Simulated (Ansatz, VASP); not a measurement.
# Cross-check of Al95CrN96 (Cr_Al) between VASP and Ansatz

One calculation is typed for both programs; each brings its own data sets. How far apart do they land? The cell is taken from a series of runs on this material, whose earlier steps may have relaxed, scaled, displaced or heated it; both programs get it as it stands.

Method: plane waves, with VASP 6.6.1 beside it; single point at PBE, in Ansatz 0.2.0.

## 1. Set-up

The cell holds 192 atoms: 95 Al, 96 N and 1 Cr. Cell: a = 12.521 Å, b = 12.521 Å, c = 15.054 Å, α = 90.0°, β = 90.0°, γ = 120.0°. It derives from AlN (AlN (P6_3mc)). Nearest the centre at fractional (0.417, 0.333, 0.499): Cr192 at 0.06 Å, N129 at 1.92 Å, N152 at 1.96 Å, N128 at 2.00 Å, N122 at 2.00 Å, N127 at 3.07 Å, Al57 at 3.08 Å, Al33 at 3.09 Å.

## 2. Ansatz: single point, PBE

Ansatz runs on its default PAW (the set named soft_2) files.

With cell and atoms fixed, the geometry can't cause a difference; cores, projectors, grids and the points listed under the comparison can.

input.yaml reads:

```yaml
crystal:
  lattice:
    - [12.52090485, 0.0, 0.0]
    - [-6.26045242, 10.84342168, 0.0]
    - [0.0, 0.0, 15.05394124]
  atoms:
    - { symbol: Al, position: [0.16667734, 0.0833082, 0.16569231] }
    - { symbol: Al, position: [0.0838906, 0.16701119, 0.33249399] }
    - { symbol: "N", position: [0.0836279, 0.16688106, 0.12631262] }
    - { symbol: "N", position: [0.16656152, 0.0831354, 0.29289078] }
    - { symbol: Al, position: [0.16556887, 0.08146995, 0.49948814] }
    - { symbol: Al, position: [0.08363973, 0.16687688, 0.66586371] }
    - { symbol: "N", position: [0.08443367, 0.16726881, 0.45987341] }
    - { symbol: "N", position: [0.16633758, 0.08285602, 0.6265099] }
    - { symbol: Al, position: [0.1668079, 0.08339259, 0.83241991] }
    - { symbol: Al, position: [0.08354469, 0.16683523, 0.99905634] }
    - { symbol: "N", position: [0.08356801, 0.16684451, 0.79309566] }
    - { symbol: "N", position: [0.16688799, 0.08347029, 0.95974193] }
    - { symbol: Al, position: [0.16669322, 0.33350085, 0.16569289] }
    - { symbol: Al, position: [0.08332801, 0.41699499, 0.33242461] }
    - { symbol: "N", position: [0.08353511, 0.41690481, 0.1262962] }
    - { symbol: "N", position: [0.16661347, 0.33357738, 0.29290461] }
    - { symbol: Al, position: [0.16574431, 0.3342072, 0.49943661] }
    - { symbol: Al, position: [0.08323747, 0.41697462, 0.66590873] }
    - { symbol: "N", position: [0.08258548, 0.41706297, 0.45961326] }
    - { symbol: "N", position: [0.16642483, 0.33359794, 0.62646174] }
    - { symbol: Al, position: [0.16683503, 0.33353217, 0.83240919] }
    - { symbol: Al, position: [0.08347168, 0.41685352, 0.9990574] }
    - { symbol: "N", position: [0.08338611, 0.41682342, 0.79312286] }
    - { symbol: "N", position: [0.16690465, 0.33354627, 0.9597378] }
    - { symbol: Al, position: [0.16691238, 0.58357495, 0.16577451] }
    - { symbol: Al, position: [0.08342966, 0.66677461, 0.33252469] }
    - { symbol: "N", position: [0.08344846, 0.66678393, 0.12639752] }
    - { symbol: "N", position: [0.16698415, 0.58362762, 0.29304858] }
    - { symbol: Al, position: [0.16700521, 0.58385606, 0.49903258] }
    - { symbol: Al, position: [0.08323375, 0.66666261, 0.66569361] }
    - { symbol: "N", position: [0.08306694, 0.66657394, 0.45972806] }
    - { symbol: "N", position: [0.16678663, 0.58354228, 0.62640819] }
    - { symbol: Al, position: [0.16666639, 0.58347821, 0.83250402] }
    - { symbol: Al, position: [0.08340729, 0.66675922, 0.99915343] }
    - { symbol: "N", position: [0.08330477, 0.66670099, 0.79298128] }
    - { symbol: "N", position: [0.1667296, 0.58348093, 0.95969846] }
    - { symbol: Al, position: [0.16690255, 0.83345868, 0.16577729] }
    - { symbol: Al, position: [0.08329028, 0.91643623, 0.33243862] }
    - { symbol: "N", position: [0.08352729, 0.91674829, 0.12629248] }
    - { symbol: "N", position: [0.16696569, 0.83347656, 0.29305277] }
    - { symbol: Al, position: [0.16695941, 0.83323044, 0.49903143] }
    - { symbol: Al, position: [0.08318946, 0.91631789, 0.66593864] }
    - { symbol: "N", position: [0.08245698, 0.9155187, 0.45961913] }
    - { symbol: "N", position: [0.16676593, 0.83333482, 0.6264115] }
    - { symbol: Al, position: [0.16665969, 0.83328412, 0.83251677] }
    - { symbol: Al, position: [0.0834622, 0.91673048, 0.99906041] }
    - { symbol: "N", position: [0.08336945, 0.91664633, 0.79314615] }
    - { symbol: "N", position: [0.16672744, 0.833361, 0.95970899] }
    - { symbol: Al, position: [0.41705579, 0.08324885, 0.16544085] }
    - { symbol: Al, position: [0.33299773, 0.1646576, 0.33213263] }
    - { symbol: "N", position: [0.33362335, 0.16695558, 0.12669332] }
    - { symbol: "N", position: [0.4173447, 0.08303037, 0.29242332] }
    - { symbol: Al, position: [0.41743442, 0.08135894, 0.49975929] }
    - { symbol: Al, position: [0.33315842, 0.16559558, 0.66532718] }
    - { symbol: "N", position: [0.33090257, 0.15767935, 0.45897964] }
    - { symbol: "N", position: [0.4169945, 0.08263321, 0.62682235] }
    - { symbol: Al, position: [0.4167309, 0.08338877, 0.83242012] }
    - { symbol: Al, position: [0.33352281, 0.16688245, 0.99920455] }
    - { symbol: "N", position: [0.3333726, 0.16662095, 0.79281889] }
    - { symbol: "N", position: [0.41675349, 0.08348934, 0.9597234] }
    - { symbol: Al, position: [0.41657325, 0.33332858, 0.16648111] }
    - { symbol: Al, position: [0.33310224, 0.41848281, 0.33207209] }
    - { symbol: "N", position: [0.33364289, 0.41678592, 0.12670394] }
    - { symbol: "N", position: [0.41627723, 0.33315965, 0.29509463] }
    - { symbol: Cr, position: [0.4153307, 0.33259431, 0.4955032], spin: 3.0 }
    - { symbol: Al, position: [0.33324814, 0.4176273, 0.66528349] }
    - { symbol: "N", position: [0.33130389, 0.42335893, 0.45890222] }
    - { symbol: "N", position: [0.41553358, 0.33271531, 0.62683458] }
    - { symbol: Al, position: [0.41659489, 0.33333789, 0.8321621] }
    - { symbol: Al, position: [0.33353317, 0.41675041, 0.99920854] }
    - { symbol: "N", position: [0.33340069, 0.41684106, 0.79278714] }
    - { symbol: "N", position: [0.41671278, 0.33340872, 0.95957526] }
    - { symbol: Al, position: [0.4170786, 0.58394799, 0.16541536] }
    - { symbol: Al, position: [0.33373164, 0.66727682, 0.33258429] }
    - { symbol: "N", position: [0.33344429, 0.66687801, 0.12613279] }
    - { symbol: "N", position: [0.41738663, 0.584465, 0.29238713] }
    - { symbol: Al, position: [0.41758891, 0.58618946, 0.49972966] }
    - { symbol: Al, position: [0.33334938, 0.66709692, 0.66609779] }
    - { symbol: "N", position: [0.33362382, 0.66833177, 0.45973697] }
    - { symbol: "N", position: [0.4170325, 0.58443729, 0.62680249] }
    - { symbol: Al, position: [0.41673723, 0.58343431, 0.83241233] }
    - { symbol: Al, position: [0.33342836, 0.66682349, 0.99897194] }
    - { symbol: "N", position: [0.3333384, 0.66681905, 0.79328426] }
    - { symbol: "N", position: [0.41675282, 0.58336835, 0.95971669] }
    - { symbol: Al, position: [0.41693969, 0.83353137, 0.16562101] }
    - { symbol: Al, position: [0.33370876, 0.9165446, 0.33258974] }
    - { symbol: "N", position: [0.33344226, 0.91668752, 0.12614538] }
    - { symbol: "N", position: [0.41717056, 0.83364575, 0.29274103] }
    - { symbol: Al, position: [0.41726658, 0.83366536, 0.49937734] }
    - { symbol: Al, position: [0.3333267, 0.91629953, 0.66610965] }
    - { symbol: "N", position: [0.33359271, 0.91531058, 0.45973494] }
    - { symbol: "N", position: [0.41708033, 0.83357839, 0.62669515] }
    - { symbol: Al, position: [0.41687338, 0.83348519, 0.83253615] }
    - { symbol: Al, position: [0.33342811, 0.91671702, 0.99898124] }
    - { symbol: "N", position: [0.33332618, 0.9166001, 0.79329368] }
    - { symbol: "N", position: [0.41691293, 0.83351306, 0.95969994] }
    - { symbol: Al, position: [0.66700001, 0.08348707, 0.16565358] }
    - { symbol: Al, position: [0.58368279, 0.16658366, 0.33229572] }
    - { symbol: "N", position: [0.58364489, 0.16675331, 0.12606433] }
    - { symbol: "N", position: [0.66719502, 0.08353475, 0.29286867] }
    - { symbol: Al, position: [0.6673596, 0.08343439, 0.49912054] }
    - { symbol: Al, position: [0.58350095, 0.16662434, 0.66601547] }
    - { symbol: "N", position: [0.58373468, 0.16614106, 0.45952319] }
    - { symbol: "N", position: [0.66703964, 0.08352827, 0.62643015] }
    - { symbol: Al, position: [0.66691986, 0.0834825, 0.83247822] }
    - { symbol: Al, position: [0.58353042, 0.16678134, 0.99889624] }
    - { symbol: "N", position: [0.58349415, 0.1667383, 0.79321412] }
    - { symbol: "N", position: [0.66693396, 0.08350903, 0.95966007] }
    - { symbol: Al, position: [0.66692542, 0.33328869, 0.16546368] }
    - { symbol: Al, position: [0.58462893, 0.41743562, 0.33138522] }
    - { symbol: "N", position: [0.58311077, 0.41662336, 0.12676367] }
    - { symbol: "N", position: [0.66692387, 0.333183, 0.29257045] }
    - { symbol: Al, position: [0.66649091, 0.33236391, 0.49929808] }
    - { symbol: Al, position: [0.58322631, 0.41669058, 0.66502763] }
    - { symbol: "N", position: [0.58823815, 0.41938555, 0.4582435] }
    - { symbol: "N", position: [0.66657481, 0.33317734, 0.62637392] }
    - { symbol: Al, position: [0.66659175, 0.33347105, 0.83233992] }
    - { symbol: Al, position: [0.58320958, 0.4166653, 0.99922875] }
    - { symbol: "N", position: [0.58314811, 0.41663307, 0.79258224] }
    - { symbol: "N", position: [0.66668684, 0.33355608, 0.9596753] }
    - { symbol: Al, position: [0.66692958, 0.58379108, 0.16543512] }
    - { symbol: Al, position: [0.58372077, 0.66730181, 0.33227816] }
    - { symbol: "N", position: [0.58366108, 0.66705426, 0.12603731] }
    - { symbol: "N", position: [0.66693488, 0.58393693, 0.29252075] }
    - { symbol: Al, position: [0.6665208, 0.58441351, 0.49932133] }
    - { symbol: Al, position: [0.58352348, 0.66703206, 0.66602938] }
    - { symbol: "N", position: [0.58383846, 0.66790217, 0.4594951] }
    - { symbol: "N", position: [0.6665876, 0.58355805, 0.62640193] }
    - { symbol: Al, position: [0.6665911, 0.58323851, 0.83234022] }
    - { symbol: Al, position: [0.58353641, 0.66688389, 0.99887902] }
    - { symbol: "N", position: [0.58350562, 0.66689458, 0.79322311] }
    - { symbol: "N", position: [0.66668369, 0.58324865, 0.95967384] }
    - { symbol: Al, position: [0.66700662, 0.83366822, 0.16564339] }
    - { symbol: Al, position: [0.58369278, 0.91692982, 0.3323569] }
    - { symbol: "N", position: [0.58361284, 0.91688165, 0.12622469] }
    - { symbol: "N", position: [0.66721108, 0.83385548, 0.29285281] }
    - { symbol: Al, position: [0.66738935, 0.83416086, 0.49912379] }
    - { symbol: Al, position: [0.58366413, 0.91690472, 0.66591845] }
    - { symbol: "N", position: [0.58388745, 0.91704693, 0.45969297] }
    - { symbol: "N", position: [0.66704661, 0.83367, 0.62643562] }
    - { symbol: Al, position: [0.66692437, 0.83357664, 0.83247916] }
    - { symbol: Al, position: [0.58356727, 0.91685088, 0.99904762] }
    - { symbol: "N", position: [0.58354964, 0.91684303, 0.79313586] }
    - { symbol: "N", position: [0.66693637, 0.83356329, 0.95965554] }
    - { symbol: Al, position: [0.9169847, 0.08356475, 0.16578211] }
    - { symbol: Al, position: [0.83375342, 0.1669245, 0.33237701] }
    - { symbol: "N", position: [0.83366888, 0.16686875, 0.12630004] }
    - { symbol: "N", position: [0.91722849, 0.08369758, 0.2930691] }
    - { symbol: Al, position: [0.91732936, 0.08375346, 0.49912063] }
    - { symbol: Al, position: [0.83361338, 0.16683439, 0.66583236] }
    - { symbol: "N", position: [0.83392238, 0.16690881, 0.45968429] }
    - { symbol: "N", position: [0.91704183, 0.08359558, 0.62638688] }
    - { symbol: Al, position: [0.91690106, 0.08351753, 0.83245693] }
    - { symbol: Al, position: [0.83357052, 0.16683452, 0.99907438] }
    - { symbol: "N", position: [0.83355536, 0.16681012, 0.79306407] }
    - { symbol: "N", position: [0.91691824, 0.08352832, 0.9596798] }
    - { symbol: Al, position: [0.91684672, 0.3335315, 0.16567159] }
    - { symbol: Al, position: [0.83345247, 0.41672084, 0.3324384] }
    - { symbol: "N", position: [0.83352249, 0.41686486, 0.1261851] }
    - { symbol: "N", position: [0.91680678, 0.33352513, 0.29286877] }
    - { symbol: Al, position: [0.91646406, 0.33346209, 0.49921476] }
    - { symbol: Al, position: [0.83324536, 0.4167348, 0.66579809] }
    - { symbol: "N", position: [0.83332674, 0.41657324, 0.45965755] }
    - { symbol: "N", position: [0.91662946, 0.33346585, 0.62647525] }
    - { symbol: Al, position: [0.91671361, 0.33345228, 0.83244029] }
    - { symbol: Al, position: [0.83345784, 0.41683303, 0.99897408] }
    - { symbol: "N", position: [0.83329424, 0.41672693, 0.79305184] }
    - { symbol: "N", position: [0.91679225, 0.33347731, 0.95967029] }
    - { symbol: Al, position: [0.91679068, 0.58346547, 0.16575325] }
    - { symbol: Al, position: [0.83344118, 0.66688382, 0.33244333] }
    - { symbol: "N", position: [0.83353066, 0.66679525, 0.12617075] }
    - { symbol: "N", position: [0.91669409, 0.58342309, 0.29302869] }
    - { symbol: Al, position: [0.91637207, 0.58327103, 0.49903186] }
    - { symbol: Al, position: [0.83324309, 0.66663457, 0.66581456] }
    - { symbol: "N", position: [0.83335104, 0.66693362, 0.45966404] }
    - { symbol: "N", position: [0.91651781, 0.58332193, 0.62636003] }
    - { symbol: Al, position: [0.91669977, 0.58340354, 0.8324009] }
    - { symbol: Al, position: [0.83346077, 0.66674987, 0.99896403] }
    - { symbol: "N", position: [0.83329685, 0.66668272, 0.79306766] }
    - { symbol: "N", position: [0.9168074, 0.58346092, 0.95962205] }
    - { symbol: Al, position: [0.91683821, 0.83344891, 0.16566734] }
    - { symbol: Al, position: [0.83375924, 0.91699247, 0.332376] }
    - { symbol: "N", position: [0.83367408, 0.9169487, 0.12629447] }
    - { symbol: "N", position: [0.91678659, 0.83342431, 0.29285791] }
    - { symbol: Al, position: [0.91641343, 0.83311828, 0.49922712] }
    - { symbol: Al, position: [0.83361853, 0.91692562, 0.6658398] }
    - { symbol: "N", position: [0.83393925, 0.91720492, 0.45968648] }
    - { symbol: "N", position: [0.91659467, 0.83327485, 0.626493] }
    - { symbol: Al, position: [0.91670081, 0.83337514, 0.83244921] }
    - { symbol: Al, position: [0.83357248, 0.91687131, 0.99907359] }
    - { symbol: "N", position: [0.83356076, 0.91688097, 0.79306902] }
    - { symbol: "N", position: [0.91678411, 0.83343913, 0.95967295] }
  host:
    repeats: [4, 4, 3]
    atoms:
      - { symbol: Al, position: [0.66666667, 0.33333333, 0.49722245] }
      - { symbol: Al, position: [0.33333333, 0.66666667, 0.99722245] }
      - { symbol: "N", position: [0.33333333, 0.66666667, 0.37877755] }
      - { symbol: "N", position: [0.66666667, 0.33333333, 0.87877755] }
basis:
  ecutwfc: 420
  xc_grid: 2
hamiltonian:
  xc: pbe
kpoints:
  mp_grid: { grid: [1, 1, 1] }
magnetization:
  spin_polarized: true
  initial_magnetization: 3
  spin_locking: { lock_magnetization: hard }
scf:
  occupations: { method: fermi_dirac, width: 0.01 }
  max_iter: 80
  n_extra_bands: 16
  lower_state_search: "off"
output:
  forces: true
  eigenvalues: true
checkpoint:
  read: "../exc.ground.q0_M3.run"
  write: "../exc0_q0_M3.ground.l0.run"
  compress: false
  write_wavefunctions: false
  write_every: 100000
```

Run with:

```bash
$ ansatz run input.yaml --threads 4 --pin off --max-ram 18841MiB --backend cpu --events-out ev --progress --plain --runs-dir out
```

Numbers of over 12 decimals in the logs are rounded to 6 here.

The program printed:

```text
Warning: the band count 407 (scf.n_extra_bands) hosts the net moment |M| = 3.0000 μB (N_el = 779) but caps the reachable moment at 2·n_bands − N_el = 35.0000 μB, below the 583 bands that the automatic rule leaves for it — a moment growing past the seed, or the majority channel's smearing tail, pins there with fewer empty majority states than that count leaves; raise or omit scf.n_extra_bands unless the cap is intended
scf.n_extra_bands = 16 over 391 filled bands (N_el = 779.0): the run solves 407 bands
Engine: ansatz 0.2.0, aarch64-unknown-linux-gnu
Pseudopotentials: kind: paw
Pseudopotential: Al, paw, valence charge 3, recommended cutoff 420 eV (normal), Al.paw.azcp
Pseudopotential: N, paw, valence charge 5, recommended cutoff 420 eV (normal), N.paw.azcp
Pseudopotential: Cr, paw, valence charge 14, recommended cutoff 420 eV (normal), Cr.paw.azcp
Functional definition: PBE
  parameter kappa = 0.804
  parameter beta = 0.066725
  exchange = pbe_x(kappa = kappa, mu = beta*pi^2/3)
  correlation = pbe_c(beta = beta)
Crystal: 192 atoms, lattice volume = 2043.865 Å³
Basis set: ecut = 420 eV, 39903 PW (Γ), exchange–correlation on 180×180×216 points (8 copies of the dense FFT grid, shifted against one another)
Bands: 407, of which v1, the nominal top of the filled ones, is band 390 counted from 1 (389 counted from 0)
Symmetry: 1 space group operations
Space group: P1 (ITA 1), of the structure as read, at distance tolerance 1.3e-4 Å
Magnetic group: BNS 1.1 (UNI 1), of the structure as read, at distance tolerance 1.3e-4 Å
k-points: 1
Non-local potential: Al, projectors of the file, l = 0: 2, l = 1: 2, l = 2: 1
Non-local potential: N, projectors of the file, l = 0: 2, l = 1: 2, l = 2: 1
Non-local potential: Cr, projectors of the file, l = 0: 3, l = 1: 2, l = 2: 3, l = 3: 1
PAW form: soft (Blöchl's): semilocal exchange-correlation on the pseudo side does not see the compensation charge
PAW one-centre angular grid: Al, 110 points (default); XC on 64 Gauss nodes
PAW one-centre angular grid: N, 110 points (default); XC on 64 Gauss nodes
PAW one-centre angular grid: Cr, 590 points (default); XC on 64 Gauss nodes
Initial density: read from a saved state, or passed on in memory by an earlier SCF of this step, an earlier step, the calling program or the single point that the run made first
Stability of the state it starts from, as read at its close in the collinear treatment: not read negative (Ritz values of 1 − χ₀K, real part plus size of imaginary part, from 0.24 to 0.69, by its mixing steps under no symmetry); read among states of the locked total moment alone; its run was given moments
Starting moments: Σ|m| = 3 μB on 1 of 192 sites; this step starts from the density that it was given
Initial wavefunctions: those read from a saved state, or passed on in memory by an earlier step or the calling program
Functional: x = pbe(κ = 0.804, μ = 0.219515), c = pbe(β = 0.066725)
SCF iter   1: F=—  HF=-91563.592819 eV  |F-HF|=—  |Δ(HF+E_count)|=         —  Δρ=8.97e-7 (↑8.97e-7 ↓2.70e-7)  dr2=1.11e-8  dr2_m=3.82e-9  M=3.000 μB ∫|m|=3.263 μB  β_m=0.30  ethr=4.51e-12  ⟨swp⟩=4.5  Hψ=2476  notcnv=0
preconditioner: auto → Resta (q_TF=auto, 2.323 Å⁻¹)  ε∞=6.1  [insulator: Δε(μ)=0.301 eV  Ē_g=10.086 eV  σ=0.010 eV  W_gap=1.00  n_scr=442 (ndim 8)  ℏωp=22.8 eV  f_vac=0.000  D(μ)=0.00/eV (n_scr^D=0)  ε∞_Penn≈6.1]
spin=Collinear: Resta preconditioning applied to the charge; magnetization (m = ρ↑ − ρ↓) channel mixes plain (no charge-response kernel on spin).
SCF iter   2: F=-91563.592819 eV  HF=-91563.592819 eV  |F-HF|=2.33e-9  |Δ(HF+E_count)|=   1.60e-9  Δρ=8.01e-7 (↑8.01e-7 ↓1.57e-7)  dr2=6.41e-9  dr2_m=3.22e-9  M=3.000 μB ∫|m|=3.263 μB  ethr=1.42e-12  ⟨swp⟩=2.0  Hψ=1601  notcnv=0
SCF 1 converged in 2 iterations: F = -91563.592819 eV  dr2 = 6.41e-9
  greatest PAW one-centre occupation: 1.000 electrons in one spin orbital (limit 2), on the Cr atom at site 64 (counted from 0), in its partial waves of l = 0
SCF converged after 2 iterations
Stability checked in part: among states of this total moment the steps that led to this state did not find it unstable. No probe was made; neither looks for a lower state of another moment (fixed_total_moment; see scf.lower_state_search)
Magnetization: 3.0000 μB (391.0000 up, 388.0000 down)
Absolute magnetization: 3.2688 μB (∫|ρ↑−ρ↓|, with the PAW one-centre terms)
Spin contamination: 0.0356 ħ² per cell (⟨S²⟩ above its minimum at these occupations)
[...]
atom 168  N     -0.00009737     0.00012304    -0.00008365
  atom 169  Al    -0.00016506     0.00005424     0.00012986
  atom 170  Al     0.00000368     0.00009110     0.00009490
  atom 171  N      0.00000811    -0.00006399    -0.00001661
  atom 172  N      0.00009571     0.00015721    -0.00013806
  atom 173  Al     0.00013811    -0.00034325     0.00005310
  atom 174  Al    -0.00024825    -0.00012107    -0.00005036
  atom 175  N     -0.00028344    -0.00033119    -0.00020706
  atom 176  N      0.00005860     0.00039002    -0.00020072
  atom 177  Al     0.00007509     0.00028006    -0.00033132
  atom 178  Al    -0.00000503    -0.00041411     0.00031128
  atom 179  N      0.00003048    -0.00013596    -0.00013918
  atom 180  N      0.00001553     0.00013508     0.00013158
  atom 181  Al     0.00017645    -0.00010866    -0.00012134
  atom 182  Al    -0.00007217    -0.00010830    -0.00003903
  atom 183  N     -0.00013997     0.00013349     0.00005370
  atom 184  N      0.00005563     0.00001647    -0.00001487
  atom 185  Al    -0.00030587     0.00003597     0.00025355
  atom 186  Al    -0.00029080    -0.00024993    -0.00004927
  atom 187  N      0.00029609    -0.00004128    -0.00010136
  atom 188  N      0.00033727     0.00011161    -0.00008066
  atom 189  Al     0.00009098    -0.00004483     0.00024407
  atom 190  Al    -0.00007898     0.00006472    -0.00020424
  atom 191  N      0.00005001    -0.00003539    -0.00006671
  atom 192  N     -0.00012108     0.00005698    -0.00006718
  max |Σ_I F_I| component: 6.51e-4 eV/Å
--- Band table (eV) ---
  k-point 0 ↑: bands = [... 386 lower, 6.7821, 6.9857, 8.2916, 8.3988, 9.4695, 9.7706, 9.9574, 11.0389, ... 13 higher]
  k-point 0 ↓: bands = [... 386 lower, 6.7862, 6.9905, 10.7641, 10.9098, 10.9606, 10.9782, 11.0588, 11.3438, ... 13 higher]
```

[end of part 1 of 2]

[Lines on the potential files, build, host, timing and source positions are cut from VASP's logs without a mark.]

[Logs are printed without paths, hosts, clocks, repeated set-up lines and the standing remarks that a program may print on its own settings, such as how far it seeks lower states.]

[Hosts, paths, dates, database ids (printed as entryN), source tags and the programs' standing remarks are cut or masked in the printed files.]
